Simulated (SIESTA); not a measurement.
CdS (Greenockite):

```xyz
4
Lattice="4.1500 0.0000 0.0000 -2.0750 3.5940 0.0000 0.0000 0.0000 6.7370" Properties=species:S:1:pos:R:3 pbc="T T T"
Cd    2.0750    1.1980    3.3685
Cd    0.0000    2.3960    0.0000
S     2.0750    1.1980    5.8949
S     0.0000    2.3960    2.5264
```

Base run:

| Item | Value |
| --- | --- |
| Program | SIESTA 5.4.2 |
| Functional | PBEsol |
| Potentials or basis | PseudoDojo 0.4 standard (PBEsol files) |
| Basis | DZP (energy shift 0.003 Ry; two zetas on semicore shells) |
| Grid cutoff | 800 Ry |
| Energy shift | 0.003 Ry |
| k mesh | 7 × 7 × 4 |
| Occupations | fermi-dirac, width 0.05 eV |
| Spin | no spin polarisation |

Its results: band gap on the k mesh 1.27 eV, direct; pressure -0.8 GPa; largest force 0.072 eV/Å.

Q: The run is repeated on the same cell with these changes: functional from PBEsol to AM05. What comes out?

A: Band gap on the k mesh 1.37 eV, direct; pressure -0.2 GPa; largest force 0.072 eV/Å.

Caveats: the basis of atomic orbitals isn't converged, which shifts pressures, moduli and gaps; the potentials were made for another functional, which shifts forces and pressure (some runs).
